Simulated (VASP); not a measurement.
# SiC in VASP: one cell, several levels of theory

Aim: gap, levels, forces and stress of SiC built on the CsCl prototype at fixed geometry. Runs: PBE, r2SCAN, LDA, PBEsol. The results are then set beside those of Ansatz 0.2.0 for the same cell. This is a trial cell built on a prototype, not taken from a measured structure, and it needn't be the compound's ground state.

The runs shown are made with VASP 6.6.1. PAW datasets, plane waves. The structure was generated, not taken from experiment, and needn't be the ground state; spin polarisation is off.

## Step 1: The structure to begin with

The cell comes from an earlier relaxation with r2SCAN in another program.

It is cubic, Pm-3m (No. 221); a = 2.620 Å in the conventional setting, 8.99 Å³ an atom. Near Si stand 8 C at 2.27 Å; near C stand 8 Si at 2.27 Å.

As a file:

```
CELL_PARAMETERS angstrom
2.62012 0.00000 0.00000
0.00000 2.62012 0.00000
0.00000 0.00000 2.62012
ATOMIC_POSITIONS crystal
Si 0.00000 0.00000 0.00000
C 0.50000 0.50000 0.50000
```

## Step 2: PBE

INCAR

```
ENCUT = 520.000000
SIGMA = 0.020000
EDIFF = 1.00e-07
GGA = PE
PREC = Accurate
IBRION = -1
ISIF = 2
ISMEAR = -1
NBANDS = 11
NELM = 120
NSW = 0
LASPH = .TRUE.
LCHARG = .FALSE.
LWAVE = .FALSE.
LREAL = .FALSE.
```

KPOINTS

```
KPOINTS created by Atomic Simulation Environment
0
Gamma
10 10 10
0 0 0
```

KPOINTS_OPT

```
special points
7
Reciprocal
0.0000000000 0.0000000000 0.0000000000 1
0.0000000000 0.5000000000 0.0000000000 1
0.5000000000 0.5000000000 0.0000000000 1
0.5000000000 0.5000000000 0.5000000000 1
0.1500000000 0.5000000000 0.0000000000 1
0.5000000000 0.5000000000 0.3500000000 1
0.3000000000 0.4000000000 -0.5000000000 1
```

POSCAR

```
Si C
 1.0000000000000000
     2.6201228653549338    0.0000000000000000   -0.0000000000000000
     0.0000000000000000    2.6201228653549338    0.0000000000000000
    -0.0000000000000000    0.0000000000000000    2.6201228653549338
 Si  C
   1   1
Cartesian
  0.0000000000000000 -0.0000000000000000 -0.0000000000000000
  1.3100614326774669  1.3100614326774669  1.3100614326774669
```

The run uses the recommended PBE PAW datasets (8 valence electrons a neutral cell).

Launch:

```bash
mpirun -np 1 vasp_std
```

Standard output, without the iteration lines:

```text
POSCAR found type information on POSCAR SiC
 POSCAR found :  2 types and       2 ions
 LDA part: xc-table for (Slater+PW92), standard interpolation
 POSCAR, INCAR and KPOINTS ok, starting setup
 FFT: planning ... GRIDC
 FFT: planning ... GRID_SOFT
 FFT: planning ... GRID
 WAVECAR not read
 entering main loop
 Start KPOINTS_OPT (optional k-point list driver)
k-point batch [1-7\7]
```

OSZICAR:

```text
N       E                     dE             d eps       ncg     rms          rms(c)
DAV:   1     0.496896178376E+01    0.49690E+01   -0.39019E+03  1312   0.620E+02
DAV:   2    -0.109329475162E+02   -0.15902E+02   -0.15098E+02  1641   0.103E+02
DAV:   3    -0.113986843325E+02   -0.46574E+00   -0.45881E+00  1496   0.132E+01
DAV:   4    -0.113997683561E+02   -0.10840E-02   -0.10839E-02  1386   0.781E-01
DAV:   5    -0.113997705123E+02   -0.21562E-05   -0.21553E-05  1480   0.334E-02    0.526E+00
DAV:   6    -0.109047875247E+02    0.49498E+00   -0.21586E+00  1294   0.614E+00    0.235E+00
DAV:   7    -0.109013716183E+02    0.34159E-02   -0.53413E-02  1447   0.162E+00    0.117E+00
DAV:   8    -0.108973921709E+02    0.39794E-02   -0.48842E-03  1340   0.456E-01    0.131E-01
DAV:   9    -0.108973167719E+02    0.75399E-04   -0.21247E-04  1649   0.908E-02    0.598E-02
DAV:  10    -0.108973246853E+02   -0.79134E-05   -0.32834E-05  1422   0.334E-02    0.123E-02
DAV:  11    -0.108973208138E+02    0.38715E-05   -0.13499E-05  1431   0.158E-02    0.166E-03
DAV:  12    -0.108973206839E+02    0.12990E-06   -0.55614E-07  1381   0.478E-03    0.925E-04
DAV:  13    -0.108973205504E+02    0.13352E-06   -0.26860E-08   763   0.116E-03    0.215E-04
DAV:  14    -0.108973205428E+02    0.75595E-08   -0.43081E-09   742   0.360E-04
   1 F= -.10897321E+02 E0= -.10896005E+02  d E =-.263130E-02
       N       E                     dE             ncg
DAV:   1     0.884028889133E+03   -0.20324E+04      154
DAV:   2     0.759478778246E+03   -0.12455E+03      206
DAV:   3     0.754843258454E+03   -0.46355E+01      194
DAV:   4     0.754831396010E+03   -0.11862E-01      166
DAV:   5     0.754831354936E+03   -0.41074E-04      186
DAV:   6     0.754831354694E+03   -0.24260E-06      150
DAV:   7     0.754831354691E+03   -0.31164E-08      160
```

The lines after F= are the extra pass for the points of KPOINTS_OPT, at fixed density; their E is not a total energy.

From OUTCAR:

```text
k-points           NKPTS =     56   k-points in BZ     NKDIM =     56   number of bands    NBANDS=     11

   NELECT =       8.0000    total number of electrons

   dimension x,y,z NGX =    20 NGY =   20 NGZ =   20
   dimension x,y,z NGXF=    40 NGYF=   40 NGZF=   40

  energy-cutoff  :      520.00
  volume of cell :       17.99
      direct lattice vectors                 reciprocal lattice vectors
     2.620122865  0.000000000  0.000000000     0.381661491  0.000000000  0.000000000
     0.000000000  2.620122865  0.000000000     0.000000000  0.381661491  0.000000000
     0.000000000  0.000000000  2.620122865     0.000000000  0.000000000  0.381661491

 k-points in reciprocal lattice and weights: KPOINTS created by Atomic Simulation Env
   0.00000000  0.00000000  0.00000000       0.001
   0.10000000  0.00000000  0.00000000       0.006
   0.20000000  0.00000000  0.00000000       0.006
   0.30000000  0.00000000  0.00000000       0.006
   0.40000000  0.00000000  0.00000000       0.006
   0.50000000  0.00000000  0.00000000       0.003
   0.10000000  0.10000000  0.00000000       0.012
   0.20000000  0.10000000  0.00000000       0.024
[... 48 more k-points ...]

 E-fermi :  11.4675

 k-point     1 :       0.0000    0.0000    0.0000
  band No.  band energies     occupation
      1      -6.2598      2.00000
      2      10.3980      2.00000
      3      10.3980      2.00000
      4      10.3980      2.00000
      5      13.3225      0.00000
      6      16.4532      0.00000
      7      16.4532      0.00000
      8      24.5951      0.00000
      9      24.5951      0.00000
     10      24.5951      0.00000
     11      31.9116      0.00000

 k-point     2 :       0.1000    0.0000    0.0000
  band No.  band energies     occupation
      1      -6.0639      2.00000
      2       8.6906      2.00000
      3      10.5390      2.00000
      4      10.5390      2.00000
      5      13.8956      0.00000
      6      16.6499      0.00000
      7      17.7478      0.00000
      8      24.0880      0.00000
      9      24.0880      0.00000
     10      24.4672      0.00000
     11      31.6073      0.00000

 k-point     3 :       0.2000    0.0000    0.0000
  band No.  band energies     occupation
      1      -5.4792      2.00000
      2       5.9439      2.00000
      3      10.9433      2.00000
      4      10.9433      2.00000
      5      14.5255      0.00000
      6      17.2297      0.00000
      7      19.6818      0.00000
      8      22.7649      0.00000
      9      22.7649      0.00000
     10      24.8776      0.00000
     11      31.1116      0.00000

 k-point     4 :       0.3000    0.0000    0.0000
  band No.  band energies     occupation
      1      -4.5165      2.00000
      2       3.2787      2.00000
      3      11.5393      0.05364
      4      11.5393      0.05364
      5      15.2637      0.00000
      6      18.1477      0.00000
      7      19.7808      0.00000
      8      21.1439      0.00000
      9      21.1439      0.00000
     10      27.2923      0.00000
     11      28.0740      0.00000

 k-point     5 :       0.4000    0.0000    0.0000
  band No.  band energies     occupation
      1      -3.2173      2.00000
      2       0.9243      2.00000
      3      12.1487      0.00000
      4      12.1487      0.00000
      5      16.1464      0.00000
      6      18.8522      0.00000
      7      19.2395      0.00000
      8      19.7922      0.00000
      9      19.7922      0.00000
     10      25.7040      0.00000
     11      30.4405      0.00000

 k-point     6 :       0.5000    0.0000    0.0000
  band No.  band energies     occupation
      1      -2.0956      2.00000
      2      -0.5533      2.00000
      3      12.4312      0.00000
      4      12.4312      0.00000
      5      16.7813      0.00000
      6      18.1467      0.00000
      7      19.2440      0.00000
      8      19.2440      0.00000
      9      19.8684      0.00000
     10      24.6482      0.00000
     11      31.4502      0.00000

 k-point     7 :       0.1000    0.1000    0.0000
  band No.  band energies     occupation
      1      -5.8684      2.00000
      2       8.7636      2.00000
      3       8.9449      2.00000
      4      10.6794      2.00000
      5      14.5518      0.00000
      6      17.4320      0.00000
      7      18.2342      0.00000
      8      23.1891      0.00000
      9      23.7445      0.00000
     10      24.8537      0.00000
     11      30.4920      0.00000

[... the tables of k-points 8 to 56 left out ...]

  Total        0.5224128      0.5224128      0.5224128      0.0000000     -0.0000000      0.0000000
  in kB       46.5328209     46.5328209     46.5328209      0.0000000     -0.0000000      0.0000000
  external PRESSURE =      46.5328209 kB  Pullay stress =       0.0000000 kB

 POSITION                                       TOTAL-FORCE (eV/Angst)
 -----------------------------------------------------------------------------------
      0.00000      0.00000      0.00000         0.000000      0.000000      0.000000
      1.31006      1.31006      1.31006         0.000000      0.000000      0.000000
 -----------------------------------------------------------------------------------
    total drift:                                0.000000      0.000000      0.000000

  FREE ENERGIE OF THE ION-ELECTRON SYSTEM (eV)
  ---------------------------------------------------
  free  energy   TOTEN  =       -10.8973205428 eV

  energy  without entropy=      -10.8946892422  energy(sigma->0) =      -10.89600489
```

Hardware: 1 MPI rank of Intel Xeon 6975P-C, shared host.

The levels at the points of KPOINTS_OPT are read from vasprun.xml.

Band energies at the special points (eV, zero at the top of v, the last band that the electrons fill by count):

```tsv
point	v−1	v	c	c+1
Γ	-2.30	-2.30	0.62	3.75
X	-0.27	-0.27	4.08	5.45
M	-9.28	-6.66	1.30	7.80
R	-5.68	-5.68	-2.76	-2.76
```

With PBE the last filled band overlaps the next by 3.94 eV, so there is no gap. Pressure: 4.65 GPa; the forces vanish within 0.01 eV/Å.

## Step 3: r2SCAN at this geometry

INCAR: that of step 2 with these lines changed.

```diff
@@ -3,3 +3,4 @@
 EDIFF = 1.00e-07
-GGA = PE
+ALGO = Normal
+METAGGA = R2SCAN
 PREC = Accurate
```

KPOINTS is that of step 2.

KPOINTS_OPT is that of step 2.

POSCAR is that of step 2.

Launch:

```bash
mpirun -np 1 vasp_std
```

Printed to the terminal (iteration lines stand in OSZICAR):

```text
POSCAR found type information on POSCAR SiC
 POSCAR found :  2 types and       2 ions
 -----------------------------------------------------------------------------
|                                                                             |
|                                                                             |
|     You enforced a specific xc type in the INCAR file but a different       |
|     I HOPE YOU KNOW WHAT YOU ARE DOING!                                     |
|                                                                             |
 -----------------------------------------------------------------------------

 LDA part: xc-table for (None), standard interpolation
 POSCAR, INCAR and KPOINTS ok, starting setup
 FFT: planning ... GRIDC
 FFT: planning ... GRID_SOFT
 FFT: planning ... GRID
 WAVECAR not read
 entering main loop
 Start KPOINTS_OPT (optional k-point list driver)
k-point batch [1-7\7]
```

OSZICAR:

```text
N       E                     dE             d eps       ncg     rms          rms(c)
DAV:   1     0.577203058740E+00    0.57720E+00   -0.40399E+03  1304   0.641E+02
DAV:   2    -0.161657362657E+02   -0.16743E+02   -0.15878E+02  1643   0.107E+02
DAV:   3    -0.166466933058E+02   -0.48096E+00   -0.47628E+00  1510   0.138E+01
DAV:   4    -0.166477835702E+02   -0.10903E-02   -0.10902E-02  1355   0.804E-01
DAV:   5    -0.166477856422E+02   -0.20719E-05   -0.20721E-05  1475   0.344E-02    0.568E+00
DAV:   6    -0.146177972368E+02    0.20300E+01   -0.18113E+00  1311   0.608E+00    0.317E+00
DAV:   7    -0.146253578684E+02   -0.75606E-02   -0.41271E-02  1510   0.150E+00    0.170E+00
DAV:   8    -0.146248977972E+02    0.46007E-03   -0.53776E-03  1349   0.556E-01    0.111E-01
DAV:   9    -0.146249035927E+02   -0.57955E-05   -0.35241E-04  1558   0.104E-01    0.452E-02
DAV:  10    -0.146249376551E+02   -0.34062E-04   -0.45622E-05  1375   0.583E-02    0.149E-02
DAV:  11    -0.146249361606E+02    0.14946E-05   -0.37568E-06  1482   0.104E-02    0.444E-03
DAV:  12    -0.146249358411E+02    0.31953E-06   -0.28245E-07  1352   0.479E-03    0.992E-04
DAV:  13    -0.146249357226E+02    0.11842E-06   -0.48013E-09   748   0.537E-04    0.184E-04
DAV:  14    -0.146249357440E+02   -0.21397E-07   -0.64684E-10   715   0.241E-04
   1 F= -.14624936E+02 E0= -.14624177E+02  d E =-.151721E-02
       N       E                     dE             ncg
DAV:   1     0.864446515069E+03   -0.20520E+04      162
DAV:   2     0.738696948886E+03   -0.12575E+03      198
DAV:   3     0.734230639914E+03   -0.44663E+01      194
DAV:   4     0.734219781045E+03   -0.10859E-01      172
DAV:   5     0.734219745228E+03   -0.35818E-04      172
DAV:   6     0.734219745051E+03   -0.17670E-06      164
DAV:   7     0.734219745049E+03   -0.16873E-08      154
```

From OUTCAR:

```text
k-points           NKPTS =     56   k-points in BZ     NKDIM =     56   number of bands    NBANDS=     11

   NELECT =       8.0000    total number of electrons

   dimension x,y,z NGX =    20 NGY =   20 NGZ =   20
   dimension x,y,z NGXF=    40 NGYF=   40 NGZF=   40

  energy-cutoff  :      520.00
  volume of cell :       17.99
      direct lattice vectors                 reciprocal lattice vectors
     2.620122865  0.000000000  0.000000000     0.381661491  0.000000000  0.000000000
     0.000000000  2.620122865  0.000000000     0.000000000  0.381661491  0.000000000
     0.000000000  0.000000000  2.620122865     0.000000000  0.000000000  0.381661491

 k-points in reciprocal lattice and weights: KPOINTS created by Atomic Simulation Env
   0.00000000  0.00000000  0.00000000       0.001
   0.10000000  0.00000000  0.00000000       0.006
   0.20000000  0.00000000  0.00000000       0.006
   0.30000000  0.00000000  0.00000000       0.006
   0.40000000  0.00000000  0.00000000       0.006
   0.50000000  0.00000000  0.00000000       0.003
   0.10000000  0.10000000  0.00000000       0.012
   0.20000000  0.10000000  0.00000000       0.024
[... 48 more k-points ...]

 E-fermi :  11.4874

 k-point     1 :       0.0000    0.0000    0.0000
  band No.  band energies     occupation
      1      -7.3404      2.00000
      2      10.3373      2.00000
      3      10.3373      2.00000
      4      10.3373      2.00000
      5      13.5638      0.00000
      6      16.7104      0.00000
      7      16.7104      0.00000
      8      25.6508      0.00000
      9      25.6508      0.00000
     10      25.6508      0.00000
     11      33.0672      0.00000

 k-point     2 :       0.1000    0.0000    0.0000
  band No.  band energies     occupation
      1      -7.1338      2.00000
      2       8.5304      2.00000
      3      10.4872      2.00000
      4      10.4872      2.00000
      5      14.1615      0.00000
      6      16.9172      0.00000
      7      18.1021      0.00000
      8      25.0852      0.00000
      9      25.0852      0.00000
     10      25.5020      0.00000
     11      32.7597      0.00000

 k-point     3 :       0.2000    0.0000    0.0000
  band No.  band energies     occupation
      1      -6.5172      2.00000
      2       5.6190      2.00000
      3      10.9168      2.00000
      4      10.9168      2.00000
      5      14.8160      0.00000
      6      17.5264      0.00000
      7      20.2429      0.00000
      8      23.6246      0.00000
      9      23.6246      0.00000
     10      25.8633      0.00000
     11      32.2517      0.00000

 k-point     4 :       0.3000    0.0000    0.0000
  band No.  band energies     occupation
      1      -5.5041      2.00000
      2       2.7991      2.00000
      3      11.5498      0.08466
      4      11.5498      0.08466
      5      15.5817      0.00000
      6      18.4888      0.00000
      7      20.4644      0.00000
      8      21.8589      0.00000
      9      21.8589      0.00000
     10      28.3394      0.00000
     11      29.0465      0.00000

 k-point     5 :       0.4000    0.0000    0.0000
  band No.  band energies     occupation
      1      -4.1463      2.00000
      2       0.3219      2.00000
      3      12.1965      0.00000
      4      12.1965      0.00000
      5      16.4770      0.00000
      6      19.5487      0.00000
      7      19.6270      0.00000
      8      20.4002      0.00000
      9      20.4002      0.00000
     10      26.5568      0.00000
     11      31.6928      0.00000

 k-point     6 :       0.5000    0.0000    0.0000
  band No.  band energies     occupation
      1      -3.0198      2.00000
      2      -1.1821      2.00000
      3      12.4960      0.00000
      4      12.4960      0.00000
      5      17.0663      0.00000
      6      18.8896      0.00000
      7      19.8114      0.00000
      8      19.8114      0.00000
      9      20.2756      0.00000
     10      25.4570      0.00000
     11      32.6991      0.00000

 k-point     7 :       0.1000    0.1000    0.0000
  band No.  band energies     occupation
      1      -6.9276      2.00000
      2       8.6134      2.00000
      3       8.7928      2.00000
      4      10.6364      2.00000
      5      14.8541      0.00000
      6      17.7671      0.00000
      7      18.6129      0.00000
      8      24.0951      0.00000
      9      24.7100      0.00000
     10      25.9119      0.00000
     11      31.5406      0.00000

[... the tables of k-points 8 to 56 left out ...]

  Total       -0.0100862     -0.0100862     -0.0100862      0.0000000      0.0000000     -0.0000000
  in kB       -0.8984110     -0.8984110     -0.8984110      0.0000000      0.0000000     -0.0000000
  external PRESSURE =      -0.8984110 kB  Pullay stress =       0.0000000 kB

 POSITION                                       TOTAL-FORCE (eV/Angst)
 -----------------------------------------------------------------------------------
      0.00000      0.00000      0.00000         0.000000      0.000000      0.000000
      1.31006      1.31006      1.31006         0.000000      0.000000      0.000000
 -----------------------------------------------------------------------------------
    total drift:                                0.000000      0.000000      0.000000

  FREE ENERGIE OF THE ION-ELECTRON SYSTEM (eV)
  ---------------------------------------------------
  free  energy   TOTEN  =       -14.6249357440 eV

  energy  without entropy=      -14.6234185347  energy(sigma->0) =      -14.62417714
```

Hardware: 1 MPI rank of Intel Xeon 6975P-C, shared host.

The levels at the points of KPOINTS_OPT are read from vasprun.xml.

Band energies at the special points (eV, zero at the top of v, the last band that the electrons fill by count):

```tsv
point	v−1	v	c	c+1
Γ	-2.45	-2.45	0.78	3.93
X	-0.29	-0.29	4.28	6.11
M	-9.85	-6.87	1.41	8.41
R	-6.00	-6.00	-2.96	-2.96
```

At the r2SCAN level the bands overlap by 4.20 eV: a metal. Pressure: -0.09 GPa; the forces vanish within 0.01 eV/Å.

(Part 1 of 2 ends here.)
